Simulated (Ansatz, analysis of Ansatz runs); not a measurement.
**MgS (F-43m), nudged elastic band: S_i by the interstitialcy path (q = −2)**

Wanted: path and barrier of a jump of S in MgS (F-43m) at charge −2. The case: S_i by the interstitialcy path, in a cell of 54 host atoms with 1 S put in.

Main program and level: Ansatz 0.2.0; plane-wave PAW DFT, PBEsol; nudged elastic band between two relaxed defect structures at fixed charge in a uniform background.

**1. Starting point**

The cell holds 55 atoms: 27 Mg and 28 S. Its edges and angles: a = 11.989 Å, b = 11.989 Å, c = 11.989 Å, α = 60.0°, β = 60.0°, γ = 60.0°. It derives from MgS (space group F-43m). Nearest the centre at fractional (0.729, 0.146, 0.146): S38 at 1.17 Å, S55 at 1.17 Å, Mg43 at 2.09 Å, Mg39 at 2.09 Å, Mg1 at 2.89 Å, S44 at 3.06 Å, S40 at 3.06 Å, Mg37 at 3.51 Å. The cell carries charge −2.

The cell's shortest repeat is 12.0 Å.

**2. Relaxation of the start point, charge −2**

A barrier is counted from a minimum, so both ends are relaxed first. Small random displacements break the symmetry of the ideal sites, so that the defect can distort if it gains by it. The charge of −2 is set by the electron count, and a uniform background keeps the cell neutral.

Input file qm2.start/input.yaml:

```yaml
crystal:
  lattice:
    - [0.0, 8.4772986, 8.4772986]
    - [8.4772986, 0.0, 8.4772986]
    - [8.4772986, 8.4772986, 0.0]
  atoms:
    - { symbol: Mg, position: [0.0, 0.0, 0.0] }
    - { symbol: S, position: [0.08333333, 0.08333333, 0.08333333] }
    - { symbol: Mg, position: [0.0, 0.0, 0.33333333] }
    - { symbol: S, position: [0.08333333, 0.08333333, 0.41666667] }
    - { symbol: Mg, position: [0.0, 0.0, 0.66666667] }
    - { symbol: S, position: [0.08333333, 0.08333333, 0.75] }
    - { symbol: Mg, position: [0.0, 0.33333333, 0.0] }
    - { symbol: S, position: [0.08333333, 0.41666667, 0.08333333] }
    - { symbol: Mg, position: [0.0, 0.33333333, 0.33333333] }
    - { symbol: S, position: [0.08333333, 0.41666667, 0.41666667] }
    - { symbol: Mg, position: [0.0, 0.33333333, 0.66666667] }
    - { symbol: S, position: [0.08333333, 0.41666667, 0.75] }
    - { symbol: Mg, position: [0.0, 0.66666667, 0.0] }
    - { symbol: S, position: [0.08333333, 0.75, 0.08333333] }
    - { symbol: Mg, position: [0.0, 0.66666667, 0.33333333] }
    - { symbol: S, position: [0.08333333, 0.75, 0.41666667] }
    - { symbol: Mg, position: [0.0, 0.66666667, 0.66666667] }
    - { symbol: S, position: [0.08333333, 0.75, 0.75] }
    - { symbol: Mg, position: [0.33333333, 0.0, 0.0] }
    - { symbol: S, position: [0.41666667, 0.08333333, 0.08333333] }
    - { symbol: Mg, position: [0.33333333, 0.0, 0.33333333] }
    - { symbol: S, position: [0.41666667, 0.08333333, 0.41666667] }
    - { symbol: Mg, position: [0.33333333, 0.0, 0.66666667] }
    - { symbol: S, position: [0.41666667, 0.08333333, 0.75] }
    - { symbol: Mg, position: [0.33333333, 0.33333333, 0.0] }
    - { symbol: S, position: [0.41666667, 0.41666667, 0.08333333] }
    - { symbol: Mg, position: [0.33333333, 0.33333333, 0.33333333] }
    - { symbol: S, position: [0.41666667, 0.41666667, 0.41666667] }
    - { symbol: Mg, position: [0.33333333, 0.33333333, 0.66666667] }
    - { symbol: S, position: [0.41666667, 0.41666667, 0.75] }
    - { symbol: Mg, position: [0.33333333, 0.66666667, 0.0] }
    - { symbol: S, position: [0.41666667, 0.75, 0.08333333] }
    - { symbol: Mg, position: [0.33333333, 0.66666667, 0.33333333] }
    - { symbol: S, position: [0.41666667, 0.75, 0.41666667] }
    - { symbol: Mg, position: [0.33333333, 0.66666667, 0.66666667] }
    - { symbol: S, position: [0.41666667, 0.75, 0.75] }
    - { symbol: Mg, position: [0.66666667, 0.0, 0.0] }
    - { symbol: S, position: [0.75, 0.08333333, 0.08333333] }
    - { symbol: Mg, position: [0.66666667, 0.0, 0.33333333] }
    - { symbol: S, position: [0.75, 0.08333333, 0.41666667] }
    - { symbol: Mg, position: [0.66666667, 0.0, 0.66666667] }
    - { symbol: S, position: [0.75, 0.08333333, 0.75] }
    - { symbol: Mg, position: [0.66666667, 0.33333333, 0.0] }
    - { symbol: S, position: [0.75, 0.41666667, 0.08333333] }
    - { symbol: Mg, position: [0.66666667, 0.33333333, 0.33333333] }
    - { symbol: S, position: [0.75, 0.41666667, 0.41666667] }
    - { symbol: Mg, position: [0.66666667, 0.33333333, 0.66666667] }
    - { symbol: S, position: [0.75, 0.41666667, 0.75] }
    - { symbol: Mg, position: [0.66666667, 0.66666667, 0.0] }
    - { symbol: S, position: [0.75, 0.75, 0.08333333] }
    - { symbol: Mg, position: [0.66666667, 0.66666667, 0.33333333] }
    - { symbol: S, position: [0.75, 0.75, 0.41666667] }
    - { symbol: Mg, position: [0.66666667, 0.66666667, 0.66666667] }
    - { symbol: S, position: [0.75, 0.75, 0.75] }
    - { symbol: S, position: [0.708333, 0.208333, 0.208333] }
total_charge: -2
basis:
  ecutwfc: 420
  xc_grid: 2
hamiltonian:
  xc: pbesol
kpoints:
  mp_grid: { grid: [1, 1, 1], shift: [0.25, 0.25, 0.25] }
scf:
  occupations: { method: fixed }
  max_iter: 100
output:
  forces: true
relax:
  f_tol: 0.02
  max_steps: 70
  random_displacement: { amplitude: 0.03, seed: 9600 }
```

Started as:

```
> ansatz run input.yaml --threads 4 --pin off --max-ram 14131MiB --backend cpu --events-out ev --progress --plain --runs-dir out
```

Standard output:

```text
The last accepted step is kept in <dir> (removed where the run ends without a failure and the disk answers)
Engine: ansatz 0.2.0, aarch64-unknown-linux-gnu
Pseudopotentials: kind: paw
Pseudopotential: Mg, paw, valence charge 10, recommended cutoff 420 eV (normal), Mg.paw.azcp
Pseudopotential: S, paw, valence charge 6, recommended cutoff 420 eV (normal), S.paw.azcp
Functional definition: PBEsol
  exchange = pbesol_x
  correlation = pbesol_c
Crystal: 55 atoms, lattice volume = 1218.435 Å³
Basis set: ecut = 420 eV, 23589 PW (Γ), exchange–correlation on 162×162×162 points (8 copies of the dense FFT grid, shifted against one another)
Bands: 275, of which v1, the nominal top of the filled ones, is band 220 counted from 1 (219 counted from 0)
Symmetry: 1 space group operations
k-points: 1
Non-local potential: Mg, projectors of the file, l = 0: 3, l = 1: 2, l = 2: 1
Non-local potential: S, projectors of the file, l = 0: 2, l = 1: 2, l = 2: 2
PAW form: soft (Blöchl's): semilocal exchange-correlation on the pseudo side does not see the compensation charge
PAW frozen core: Mg, regenerated for the run's functional, and the local potential with it (the file was generated under x = pbe(κ = 0.804, μ = 0.219515), c = pbe(β = 0.066725))
PAW frozen core: S, regenerated for the run's functional, and the local potential with it (the file was generated under x = pbe(κ = 0.804, μ = 0.219515), c = pbe(β = 0.066725))
PAW one-centre angular grid: Mg, 110 points (default); XC on 64 Gauss nodes
PAW one-centre angular grid: S, 110 points (default); XC on 64 Gauss nodes
Initial density: superposition of atomic densities (neutral atoms scaled as one to the charged cell's electrons: chi_scale 0, normalization atom), corrected by the library's trained network
Initial wavefunctions: pseudopotential atomic-orbital guess
Functional: x = pbesol(κ = 0.804, μ = 0.123457), c = pbesol(β = 0.046)
SCF iter   1: F=—  HF=-76460.873500 eV  |F-HF|=—  |Δ(HF+E_count)|=         —  Δρ=1.29e-2  dr2=4.32e0  ethr=1.77e-3  ⟨swp⟩=5.0  Hψ=800  notcnv=0  defer=51
preconditioner: auto → Resta (q_TF=auto, 2.302 Å⁻¹)  ε∞=3.7  [insulator: Δε(μ)=1.088 eV  Ē_g=9.771 eV  n_scr=258 (ndim 8)  ℏωp=15.9 eV  f_vac=0.018  ε∞_Penn≈3.7]
SCF iter   2: F=—  HF=-76459.726169 eV  |F-HF|=—  |Δ(HF+E_count)|=    1.15e0  Δρ=5.70e-3  dr2=6.93e-1  ethr=9.83e-4  ⟨swp⟩=3.0  Hψ=385  notcnv=0  defer=51
SCF iter   3: F=—  HF=-76459.513701 eV  |F-HF|=—  |Δ(HF+E_count)|=   2.12e-1  Δρ=2.09e-3  dr2=1.26e-1  ethr=1.58e-4  ⟨swp⟩=3.0  Hψ=409  notcnv=0  defer=53
SCF iter   4: F=—  HF=-76459.486774 eV  |F-HF|=—  |Δ(HF+E_count)|=   2.69e-2  Δρ=1.54e-3  dr2=1.03e-1  ethr=2.87e-5  ⟨swp⟩=3.0  Hψ=317  notcnv=0  defer=53
SCF iter   5: F=—  HF=-76459.488218 eV  |F-HF|=—  |Δ(HF+E_count)|=   1.44e-3  Δρ=9.78e-4  dr2=4.55e-2  ethr=2.33e-5  ⟨swp⟩=2.0  Hψ=338  notcnv=0  defer=53
SCF iter   6: F=—  HF=-76459.484218 eV  |F-HF|=—  |Δ(HF+E_count)|=   4.00e-3  Δρ=6.13e-4  dr2=1.85e-2  ethr=1.03e-5  ⟨swp⟩=1.0  Hψ=294  notcnv=0  defer=53
SCF iter   7: F=—  HF=-76459.482191 eV  |F-HF|=—  |Δ(HF+E_count)|=   2.03e-3  Δρ=2.06e-4  dr2=2.12e-3  ethr=4.19e-6  ⟨swp⟩=2.0  Hψ=228  notcnv=0  defer=52
SCF iter   8: F=—  HF=-76459.482599 eV  |F-HF|=—  |Δ(HF+E_count)|=   4.08e-4  Δρ=1.98e-5  dr2=1.44e-5  ethr=4.81e-7  ⟨swp⟩=2.0  Hψ=309  notcnv=0  defer=51
SCF iter   9: F=-76459.482598 eV  HF=-76459.482599 eV  |F-HF|=1.12e-6  |Δ(HF+E_count)|=   8.29e-8  Δρ=7.52e-6  dr2=1.82e-6  ethr=2.27e-9  ⟨swp⟩=5.0  Hψ=814  notcnv=0
SCF 1 converged in 9 iterations: F = -76459.482598 eV  dr2 = 1.82e-6
  greatest PAW one-centre occupation: 1.000 electrons in one spin orbital (limit 2), on the Mg atom at site 44 (counted from 0), in its partial waves of l = 0
relax step   1: F+E_penalty+E_count = -76459.48259791 eV  Δ(F+E_penalty+E_count) = +0.000e0 eV  max|allowed force component| = 4.343e0 eV/Å  Δτ_max = 0.0000 Å  (9 SCF iters, dr2 threshold 1.00e-5 eV, accepted)
[... the SCF cycles and remarks between the steps are left out from here to the last step ...]
relax step   2: F+E_penalty+E_count = -76461.99861995 eV  Δ(F+E_penalty+E_count) = -2.516e0 eV  max|allowed force component| = 2.711e0 eV/Å  Δτ_max = 0.1969 Å  (5 SCF iters, dr2 threshold 1.00e-4 eV, accepted)
relax step   3: F+E_penalty+E_count = -76463.17856449 eV  Δ(F+E_penalty+E_count) = -1.180e0 eV  max|allowed force component| = 7.313e-1 eV/Å  Δτ_max = 0.1982 Å  (5 SCF iters, dr2 threshold 1.00e-4 eV, accepted)
relax step   4: F+E_penalty+E_count = -76463.61177556 eV  Δ(F+E_penalty+E_count) = -4.332e-1 eV  max|allowed force component| = 6.314e-1 eV/Å  Δτ_max = 0.1931 Å  (5 SCF iters, dr2 threshold 3.89e-5 eV, accepted)
relax step   5: F+E_penalty+E_count = -76463.94009155 eV  Δ(F+E_penalty+E_count) = -3.283e-1 eV  max|allowed force component| = 5.871e-1 eV/Å  Δτ_max = 0.1951 Å  (5 SCF iters, dr2 threshold 2.90e-5 eV, accepted)
relax step   6: F+E_penalty+E_count = -76464.19130598 eV  Δ(F+E_penalty+E_count) = -2.512e-1 eV  max|allowed force component| = 3.557e-1 eV/Å  Δτ_max = 0.2000 Å  (4 SCF iters, dr2 threshold 1.00e-4 eV, accepted)
relax step   7: F+E_penalty+E_count = -76464.33354262 eV  Δ(F+E_penalty+E_count) = -1.422e-1 eV  max|allowed force component| = 1.299e-1 eV/Å  Δτ_max = 0.2000 Å  (5 SCF iters, dr2 threshold 4.64e-5 eV, accepted)
relax step   8: F+E_penalty+E_count = -76464.36576841 eV  Δ(F+E_penalty+E_count) = -3.223e-2 eV  max|allowed force component| = 2.043e-2 eV/Å  Δτ_max = 0.1227 Å  (5 SCF iters, dr2 threshold 2.25e-6 eV, accepted)
relax step   9: F+E_penalty+E_count = -76464.36653229 eV  Δ(F+E_penalty+E_count) = -7.639e-4 eV  max|allowed force component| = 4.899e-2 eV/Å  Δτ_max = 0.0372 Å  (6 SCF iters, accepted)
relax step  10: F+E_penalty+E_count = -76464.36682095 eV  Δ(F+E_penalty+E_count) = -2.887e-4 eV  max|allowed force component| = 2.042e-2 eV/Å  Δτ_max = 0.0086 Å  (5 SCF iters, accepted)
relax step  11: F+E_penalty+E_count = -76464.36597118 eV  Δ(F+E_penalty+E_count) = +8.498e-4 eV  max|allowed force component| = 2.881e-2 eV/Å  Δτ_max = 0.0072 Å  (5 SCF iters, rejected (line search))
SCF iter   1: F=—  HF=-76464.366443 eV  |F-HF|=—  |Δ(HF+E_count)|=         —  Δρ=1.78e-4  dr2=3.59e-4  ethr=6.51e-7  ⟨swp⟩=3.0  Hψ=417  notcnv=0  defer=53
SCF iter   2: F=—  HF=-76464.366411 eV  |F-HF|=—  |Δ(HF+E_count)|=   3.26e-5  Δρ=9.80e-5  dr2=1.04e-4  ethr=8.16e-8  ⟨swp⟩=1.0  Hψ=294  notcnv=0  defer=53
SCF iter   3: F=—  HF=-76464.366401 eV  |F-HF|=—  |Δ(HF+E_count)|=   9.63e-6  Δρ=1.12e-5  dr2=1.51e-6  ethr=2.37e-8  ⟨swp⟩=2.0  Hψ=308  notcnv=0  defer=51
SCF iter   4: F=—  HF=-76464.367107 eV  |F-HF|=—  |Δ(HF+E_count)|=   7.06e-4  Δρ=2.56e-6  dr2=1.09e-7  ethr=2.27e-11  ⟨swp⟩=4.0  Hψ=939  notcnv=0
SCF iter   5: F=-76464.367107 eV  HF=-76464.367107 eV  |F-HF|=9.31e-10  |Δ(HF+E_count)|=   4.99e-8  Δρ=7.14e-7  dr2=8.15e-9  ethr=2.27e-11  ⟨swp⟩=4.0  Hψ=812  notcnv=0
SCF 12 converged in 5 iterations: F = -76464.367107 eV  dr2 = 8.15e-9
relax step  12: F+E_penalty+E_count = -76464.36710747 eV  Δ(F+E_penalty+E_count) = -2.865e-4 eV  max|allowed force component| = 2.337e-3 eV/Å  Δτ_max = 0.0035 Å  (5 SCF iters, accepted)
SCF converged after 5 iterations
Free energy (F): -76464.367107 eV
Harris-Foulkes:  -76464.367107 eV  (|F-HF|=9.31e-10)
Internal energy: -76464.367107 eV  (E = F + TS)
E sigma→0 (E₀):  -76464.367107 eV
Fermi energy:    4.921829 eV
--- Per-component energies (eV) ---
  E_band       = -9868.207180
  E_kinetic    = 5110.863374
  E_local      = -50877.495604  (includes V_loc(G=0)·N_el)
  E_nonlocal   = 3391.839308
  E_hartree    = 18434.624685
  E_xc         = -3511.555067
  E_vxc        = -3510.523958  (∫ρ·V_xc dr)
  E_paw        = -23947.615413  (= ΣΔE_a)
  E_vpaw       = -852.138586  (= ΣTr[D̂ρ^β])
  E_aug_tail   = -0.000061  (compensation charges beyond the density's cutoff)
  E_ewald      = -25068.352190
  E_core_change = 3.323862  (= ΣΔE_core)
  E_smearing   = -0.000000  (= −TS)
  E_closure    = 0.000000  (closes the sum)
  E_deformation_potential = -21.444043  (in the stress; not in F)
  Σ components = -76464.367107   (vs F -76464.367107, Δ=0.00e0)
--- Forces (eV/Å), atoms counted from 1 ---
  atom   1  Mg     0.00090270    -0.00034702    -0.00091930
  atom   2  S     -0.00072620     0.00068204     0.00075404
  [... 19 atoms left out ...]
  atom  22  S     -0.00017155    -0.00126289     0.00055874
  [... 14 atoms left out ...]
  atom  37  Mg    -0.00076974     0.00029549    -0.00024751
  atom  38  S     -0.00233751    -0.00115816    -0.00123785
  atom  39  Mg    -0.00038026     0.00044441    -0.00002334
  atom  40  S      0.00095202     0.00169027    -0.00048950
  [... 2 atoms left out ...]
  atom  43  Mg    -0.00104855    -0.00044979     0.00021409
  atom  44  S      0.00156013    -0.00097200     0.00074739
  atom  45  Mg     0.00018335     0.00058695    -0.00047063
  [... 9 atoms left out ...]
  atom  55  S      0.00080984    -0.00218243    -0.00188508
  max |Σ_I F_I| component: 1.35e-4 eV/Å
--- Relaxed structure (12 steps of the walk, 11 accepted, 0 SCFs on fresh bases) ---
  F+E_penalty+E_count = -76464.36710747 eV   max|allowed force component| = 2.337e-3 eV/Å
  atoms:
    - { symbol: Mg, position: [0.008081, -0.003243, -0.003834] }
    - { symbol: S, position: [0.088233, 0.082508, 0.081908] }
    [... 19 atoms left out ...]
    - { symbol: S, position: [0.402821, 0.066561, 0.433216] }
    [... 14 atoms left out ...]
    - { symbol: Mg, position: [0.671107, -0.003130, -0.003710] }
    - { symbol: S, position: [0.770125, 0.066633, 0.066065] }
    - { symbol: Mg, position: [0.665366, 0.010441, 0.328573] }
    - { symbol: S, position: [0.768431, 0.066224, 0.431375] }
    [... 2 atoms left out ...]
    - { symbol: Mg, position: [0.665385, 0.329145, 0.009889] }
    - { symbol: S, position: [0.768469, 0.431956, 0.065627] }
    - { symbol: Mg, position: [0.664574, 0.328344, 0.327726] }
    [... 9 atoms left out ...]
    - { symbol: S, position: [0.584971, 0.248866, 0.248304] }
```

It took 90 s on 4 threads of Arm Neoverse V2, shared host; peak memory 1.9 GiB; 5.8 min of CPU time.

Relaxation path:

| step | energy less that of the first step (eV) | largest force component (eV/Å) |
| --- | --- | --- |
| 1 | 0.0000 | 4.3426 |
| 2 | -2.5160 | 2.7111 |
| 3 | -3.6960 | 0.7313 |
| 4 | -4.1292 | 0.6314 |
| 5 | -4.4575 | 0.5871 |
| 6 | -4.7087 | 0.3557 |
| 7 | -4.8509 | 0.1299 |
| 8 | -4.8832 | 0.0204 |
| 9 | -4.8839 | 0.0490 |
| 10 | -4.8842 | 0.0204 |
| 11 | -4.8834 | 0.0288 |
| 12 | -4.8845 | 0.0023 |

Relaxation step 11 was tried and not accepted.

The atoms that moved most (Å, from the sites as typed, ahead of the random displacement, the mean shift of all atoms taken out):

| atom | dx | dy | dz | length |
| --- | --- | --- | --- | --- |
| S55 | 0.682 | -0.707 | -0.707 | 1.211 |
| S38 | -0.288 | 0.024 | 0.024 | 0.290 |
| S44 | -0.021 | 0.006 | 0.281 | 0.282 |
| S40 | -0.021 | 0.281 | 0.006 | 0.282 |
| S22 | -0.002 | 0.023 | -0.265 | 0.266 |
| S26 | -0.002 | -0.264 | 0.023 | 0.265 |
| S28 | 0.256 | 0.005 | 0.005 | 0.257 |
| Mg45 | -0.090 | -0.065 | -0.065 | 0.129 |

Neighbours of S55 at the end:

| atom | distance (Å) |
| --- | --- |
| Mg43 | 2.334 |
| Mg39 | 2.334 |
| Mg27 | 2.334 |
| Mg45 | 2.335 |
| S22 | 3.090 |
| S26 | 3.090 |
| S38 | 3.090 |
| S28 | 3.106 |
| S40 | 3.107 |
| S44 | 3.108 |

This step gave:

```
free energy                                                                                       : -76464.3671 eV
r.m.s. move of the farther half of the atoms                                                      : 0.02977 Å
largest move from the ideal geometry of this structure, a common shift of the far atoms taken out : 1.232 Å
```

The relaxation gained 4.885 eV and ended with a largest force component of 0.0023 eV/Å.

[end of part 1 of 5]

[Long decimals in the printed logs are rounded to 6 places.]

[Repeated set-up lines and some long k-point lines are left out of the logs, and relaxed atomic positions are cut to six decimals.]

[Logs are printed without paths, hosts, clocks, repeated set-up lines and the standing remarks that a program may print on its own settings, such as how far it seeks lower states.]

[Hosts, paths, dates, database ids (printed as entryN), source tags and the programs' standing remarks are cut or masked in the printed files.]
